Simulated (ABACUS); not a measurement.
## NiO: equation of state with MS2

NiO:

```
Ni O
1.0
     0.00000    2.08590    2.08590
     2.08590    0.00000    2.08590
     2.08590    2.08590    0.00000
Ni O
1 1
Direct
  0.00000 0.00000 0.00000
  0.50000 0.50000 0.50000
```

```yaml
Program: ABACUS 3.10.1
Task: equation of state
Functional: MS2
Potentials_or_basis: SG15 ONCV 1.2 PBE
Cutoff: 1537 eV
Density_cutoff: 6150 eV
Basis: plane waves
k_mesh: 7 × 7 × 7
Occupations: fermi-dirac, width 0.05 eV
Spin: collinear spin, ferromagnetic start
Starting_moments: "[1.0, 0.0] μB"
```

* Equilibrium volume: 10.20 Å³/atom (rough: see the caveat)
* Bulk modulus: 162 GPa (rough)

Energy against volume, from the lowest point:
```tsv
volume (Å³/atom)	energy (meV/atom)
8.531	171.42
8.894	89.40
9.257	33.85
9.620	0.00
```

All runs of the series together: 2.9 min on 4 threads of Intel(R) Xeon(R) 6975P-C (Granite Rapids), on a shared host.

Caveat: the k mesh is coarse (spacing up to 0.37 Å⁻¹), so the values aren't converged; the minimum lies outside the volumes run; the potentials were made for another functional, which shifts forces and pressure.
